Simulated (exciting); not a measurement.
**AgI: the Ag L₃ edge from the Bethe–Salpeter equation**

How far do the exchange and direct terms reshape the Ag L₃ edge of AgI?

Calculated with exciting sodium; X-ray absorption, core-level Bethe-Salpeter equation, exchange and statically screened direct term, Tamm-Dancoff, all-electron LAPW+lo PBE.

The database entry behind the starting cell differs from later determinations by our own check (about 0.3 % short), so it need not match the best structure at ambient conditions.

## (1) The starting structure

The structure is cubic, space group F-43m (No. 216). The conventional cell has a = 6.473 Å, b = 6.473 Å, c = 6.473 Å, α = 90.00°, β = 90.00°, γ = 90.00°. I has 4 Ag at 2.80 Å nearest. Nearest to Ag lie 4 I at 2.80 Å. Farther neighbours and most contacts between anions are not listed.

As a file:

```xyz
2
Lattice="0.0000 3.2365 3.2365 3.2365 0.0000 3.2365 3.2365 3.2365 0.0000" Properties=species:S:1:pos:R:3 pbc="T T T"
I     4.8548    4.8548    4.8548
Ag    0.0000    0.0000    0.0000
```

Differences between curves are given as r.m.s. difference over r.m.s. height.

## (2) The self-consistent potential

The species files are the program's own, with muffin-tin radii set in the input.

Input file input.xml:

```
<input>
  <title>AgI</title>
  <structure speciespath="." autormt="false" epslat="1.0e-5">
    <crystal>
      <basevect>0.0000000000 6.1160986012 6.1160986012</basevect>
      <basevect>6.1160986012 0.0000000000 6.1160986012</basevect>
      <basevect>6.1160986012 6.1160986012 0.0000000000</basevect>
    </crystal>
    <species speciesfile="I.xml" rmt="2.300">
      <atom coord="0.7500000000 0.7500000000 0.7500000000"/>
    </species>
    <species speciesfile="Ag.xml" rmt="2.300">
      <atom coord="0.0000000000 0.0000000000 0.0000000000"/>
    </species>
  </structure>
  <groundstate do="fromscratch" xctype="GGA_PBE" ngridk="4 4 4" rgkmax="7" gmaxvr="14" nempty="8" swidth="0.001" maxscl="100" epsengy="1e-5"/>
</input>
```

Run with:

```sh
> OMP_NUM_THREADS=1 mpirun -n 4 exciting
```

Log:

```text
EXCITING SODIUM started
********************************************************************************
* Ground-state run starting from atomic densities                              *
********************************************************************************
+ Starting initialization                                                      +
 Lattice vectors (cartesian) :
      0.0000000000      6.1160986012      6.1160986012
      6.1160986012      0.0000000000      6.1160986012
      6.1160986012      6.1160986012      0.0000000000
 Reciprocal lattice vectors (cartesian) :
     -0.5136595824      0.5136595824      0.5136595824
      0.5136595824     -0.5136595824      0.5136595824
      0.5136595824      0.5136595824     -0.5136595824
 Unit cell volume                           :     457.5656674859
 Brillouin zone volume                      :       0.5421084471
 Species :    1 (I)
     parameters loaded from                 :    I.xml
     name                                   :    iodine
     nuclear charge                         :     -53.00000000
     electronic charge                      :      53.00000000
     atomic mass                            :  231332.69700000
     muffin-tin radius                      :       2.30000000
     # of radial points in muffin-tin       :     400
     atomic positions (lattice) :
       1 :   0.00000000  0.00000000  0.00000000
 Species :    2 (Ag)
     parameters loaded from                 :    Ag.xml
     name                                   :    silver
     nuclear charge                         :     -47.00000000
     electronic charge                      :      47.00000000
     atomic mass                            :  196631.69970000
     muffin-tin radius                      :       2.30000000
     # of radial points in muffin-tin       :     400
     atomic positions (lattice) :
       1 :   0.25000000  0.25000000  0.25000000
 Total number of atoms per unit cell        :       2
 Spin treatment                             :    spin-unpolarised
 Number of Bravais lattice symmetries       :      48
 Number of crystal symmetries               :      24
 k-point grid                               :       4    4    4
 Total number of k-points                   :      10
 k-point set is reduced with crystal symmetries
 R^MT_min * |G+k|_max (rgkmax)              :       7.00000000
 Species with R^MT_min                      :       1 (I)
 Maximum |G+k| for APW functions            :       3.04347826
 Maximum |G| for potential and density      :      14.00000000
 G-vector grid sizes                        :      40    40    40
 Total number of G-vectors                  :   21187
 Maximum angular momentum used for
     APW functions                          :       8
     computing H and O matrix elements      :       8
     potential and density                  :       8
     inner part of muffin-tin               :       2
 Total nuclear charge                       :    -100.00000000
 Total electronic charge                    :     100.00000000
 Total core charge                          :      64.00000000
 Total valence charge                       :      36.00000000
 Number of empty states                     :       8
 Total number of valence states             :      27
 Maximum Hamiltonian size                   :     256
 Maximum number of plane-waves              :     229
 Total number of local-orbitals             :      27
 Exchange-correlation type                  :      20
     Perdew-Burke-Ernzerhof, Phys. Rev. Lett. 77, 3865 (1996)
     Generalised gradient approximation (GGA)
 Smearing scheme                            :    Gaussian
 Smearing width                             :       0.00100000
 Using multisecant Broyden potential mixing
+ Ending initialization                                                        +
********************************************************************************
* Groundstate module started                                                   *
********************************************************************************
 Output level for this task is set to normal
+ Self-consistent loop started                                                 +
 Density and potential initialised from atomic data
+ SCF iteration number :    1                                                  +
 Total energy                               :    -12432.32913934
 _______________________________________________________________
 Fermi energy                               :         0.14338497
 Kinetic energy                             :     13112.37276659
 Coulomb energy                             :    -25213.60151281
 Exchange energy                            :      -325.72614324
 Correlation energy                         :        -5.37424988
 DOS at Fermi energy (states/Ha/cell)       :         0.00000000
 Electron charges :
     core                                   :        64.00000000
     core leakage                           :         0.00118170
     valence                                :        36.00000000
     interstitial                           :         4.87290996
     charge in muffin-tin spheres :
                  atom     1     I          :        49.98932493
                  atom     2    Ag          :        45.13776511
     total charge in muffin-tins            :        95.12709004
     total charge                           :       100.00000000
 Estimated fundamental gap                  :         0.04380898
        valence-band maximum at    1      0.0000  0.0000  0.0000
     conduction-band minimum at    1      0.0000  0.0000  0.0000
[... further iterations ...]
| Convergence targets achieved. Performing final SCF iteration                 +
 Total energy                               :    -12436.37069532
 _______________________________________________________________
 Fermi energy                               :         0.12525270
 Kinetic energy                             :     13108.83413491
 Coulomb energy                             :    -25214.02439929
 Exchange energy                            :      -325.80468868
 Correlation energy                         :        -5.37574226
 DOS at Fermi energy (states/Ha/cell)       :         0.00000000
 Electron charges :
     core                                   :        64.00000000
     core leakage                           :         0.00117821
     valence                                :        36.00000000
     interstitial                           :         4.83700495
     charge in muffin-tin spheres :
                  atom     1     I          :        49.94039886
                  atom     2    Ag          :        45.22259618
     total charge in muffin-tins            :        95.16299505
     total charge                           :       100.00000000
 Estimated fundamental gap                  :         0.04797228
        valence-band maximum at    1      0.0000  0.0000  0.0000
     conduction-band minimum at    1      0.0000  0.0000  0.0000
+ Self-consistent loop stopped                                                 +
 STATE.OUT is written
********************************************************************************
* Groundstate module stopped                                                   *
********************************************************************************
 Total time spent (seconds)                 :        20.12
| EXCITING SODIUM stopped                                                      =
```

The job ended after 21 s (4 MPI ranks of Arm Neoverse V2, shared host).

The mesh shows a gap of 1.31 eV. Core levels (Dirac, from the valence top):

```csv
atom,level,energy (eV)
Ag,2s1/2,-3722.4
Ag,2p1/2,-3458.8
Ag,2p3/2,-3283.5
Ag,3s1/2,-679.0
Ag,3p1/2,-574.2
Ag,3p3/2,-543.2
Ag,3d3/2,-357.7
Ag,3d5/2,-351.5
```

## (3) A richer basis for the empty states

Each species file gets more local orbitals, built from u and its energy derivative at 0.15 Ha and u at 0.9 Ha.

input.xml is that of step 2.

Input file SPECIES.xml, added lines:

```
<lo l="L">  <!-- L = 0, 1, 2 -->
  <wf matchingOrder="0" trialEnergy="0.1500" searchE="false"/>
  <wf matchingOrder="1" trialEnergy="0.1500" searchE="false"/>
  <wf matchingOrder="0" trialEnergy="0.9000" searchE="false"/>
</lo>
```

Run with:

```sh
> OMP_NUM_THREADS=1 mpirun -n 4 exciting
```

Log:

```text
EXCITING SODIUM started
********************************************************************************
* Ground-state run starting from atomic densities                              *
********************************************************************************
+ Starting initialization                                                      +
[... lattice and species ...]
 Spin treatment                             :    spin-unpolarised
 Number of Bravais lattice symmetries       :      48
[...]
valence-band maximum at    1      0.0000  0.0000  0.0000
     conduction-band minimum at    1      0.0000  0.0000  0.0000
+ Self-consistent loop stopped                                                 +
 STATE.OUT is written
********************************************************************************
* Groundstate module stopped                                                   *
********************************************************************************
 Total time spent (seconds)                 :        19.10
| EXCITING SODIUM stopped                                                      =
[key lines of the parts left out:]
Total energy                               :    -12436.37114830
Fermi energy                               :         0.12568839
```

The job ended after 21 s (4 MPI ranks).

Against the first ground state the total energy moves by -6 meV an atom and the gap by -0.01 eV.

(Part 1 of 3 ends here.)

[Banner, clock and machine lines of the logs are left out without a mark of their own.]

[Logs are printed without paths, hosts, clocks, repeated set-up lines and the standing remarks that a program may print on its own settings, such as how far it seeks lower states.]

[Hosts, paths, dates, database ids (printed as entryN), source tags and the programs' standing remarks are cut or masked in the printed files.]
